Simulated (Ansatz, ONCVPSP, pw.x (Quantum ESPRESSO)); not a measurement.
Te (Z = 52): does the ONCV potential hold in the solid?

- Element: Te
- Generator: ONCVPSP 4.0.1.1 (patched build)
- Type: optimised norm-conserving Vanderbilt (ONCV)
- Functional: PBE
- Relativity: scalar-relativistic
- Frozen core: [Kr] 4d10
- Valence charge: 6
- Reference configuration: 5s2 5p3.75 (charge +0.25)
- Partial waves: 5s: rc 1.75 bohr, ncon 4, nbas 8, qcut 3 1/bohr, 2 projectors, debl 2.1 Ha; 5p: rc 2.00 bohr, ncon 3, nbas 6, qcut 4.3 1/bohr, 2 projectors, debl 2.5 Ha
- Local potential: polynomial inside 1.18 bohr (lpopt 3, dvloc0 1 Ha)
- Core correction: Teter function, parameters optimised by the program

Atomic tests: cutoffs needed: 28 Ha and 53 Ha (the cutoffs (Ha) at which the residual kinetic energy of the hardest occupied pseudo-wave falls to 1 and 0.1 mHa per electron); ghost test: ghosts flagged at negative energy: s at -3.7 eV; GHOST(+) flagged for p at 88.4 eV; a true bound ghost makes a file unfit for plane-wave use; largest excitation error: -76 meV (all-electron minus pseudo) for 5s2 5p1, out of 4 test configurations.

Crystal test: sc Te in pw.x 7.5, no spin, 10³ k-points, Fermi–Dirac smearing 0.01 Ry, cutoffs 125/500 Ry. The reference is all-electron LAPW (Ansatz 0.2.0) with the same functional, mesh and smearing; V0 and B0 come from Birch–Murnaghan fits to the pressures at five volumes. Errors are pseudo minus all-electron; Δ is the rms difference of the E(V) curves that follow from these fits, minima aligned, over ±6 % about the mean V0. Mesh and smearing are coarse, so the numbers serve the comparison and aren't converged zero-temperature values; the lattice is a test structure that the element need not adopt.

```tsv
V (Å³/atom)	P all-electron (GPa)	P pseudo (GPa)
31.282	2.73	-41.11
32.105	1.21	-38.92
32.928	-0.11	-36.88
33.751	-1.25	-34.98
34.574	-2.23	-33.21
```

All-electron: a0 = 3.203 Å (V0 = 32.86 Å³/atom), B0 = 49.4 GPa.

Pseudopotential: mean pressure error (GPa): -37.09. The pressure does not cross zero within the volumes sampled, so no fit is given. This is a poor potential for the solid. The pseudo pressure rises with volume over the whole range, a mechanical instability. Note: ghosts flagged at negative energy: s at -3.7 eV; GHOST(+) flagged for p at 88.4 eV. A true bound ghost makes a file unfit for plane-wave use.

Question: At the middle volume, how do free energy and pressure move when the wave cutoff is lowered (ecutrho kept at four times it)?

Answer:

```tsv
cutoff (Ry)	shift of F (meV/atom)	shift of P (GPa)
56	+67.6	-1.73
75	+24.7	-0.05
100	+8.7	-0.19
```

The run at the middle volume (56 k-points, 9 iterations) took about 78 s on one core of a shared host (Neoverse-N1, 64 threads, 124 GiB, load 55).
